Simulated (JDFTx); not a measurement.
## Y under changes of volume

One of the cells (33.012 Å³/atom); the others are scaled copies at fixed shape and fractional positions:

```
Y
1.0
     3.64740    0.00000    0.00000
    -1.82370    3.15874    0.00000
     0.00000    0.00000    5.73060
Y
2
Direct
  0.66667 0.33333 0.75000
  0.33333 0.66667 0.25000
```

```yaml
Program: JDFTx 1.7.0 (patched build)
Functional: PBEsol
Potentials_or_basis: PseudoDojo-SR-PBEsol-0.4.1-standard with smoothed tails
Cutoff: 980 eV
Density_cutoff: 7837 eV
k_mesh: 8 × 8 × 5
Occupations: fermi-dirac, width 0.05 eV
Spin: no spin polarisation
```

| volume (Å³/atom) | energy over the lowest point (meV/atom) | pressure (GPa) |
| --- | --- | --- |
| 31.031 | 0.00 | 0.4 |
| 31.691 | 0.14 | -0.5 |
| 32.351 | 3.73 | -1.3 |
| 33.012 | 10.55 | -2.0 |
| 33.672 | ? | ? |
| 34.332 | 32.92 | -3.4 |
| 34.992 | 48.01 | -3.9 |

What does the run at 33.672 Å³/atom give?

Energy over the lowest point 20.35 meV/atom; pressure -2.7 GPa.

Worked out: A Birch-Murnaghan fit of order 3 (a polynomial in V^(-2/3)) to the other rows has its minimum at 31.34 Å³/atom with B0 = V·E''(V) = 42 GPa (rough, since the energies scatter) at fixed shape and positions, which overstates the stiffness. It gives 20.36 meV/atom at 33.672 Å³/atom, against the run's 20.35, and -dE/dV = -2.7 GPa, against -2.7.

Energies are extrapolated to zero smearing.
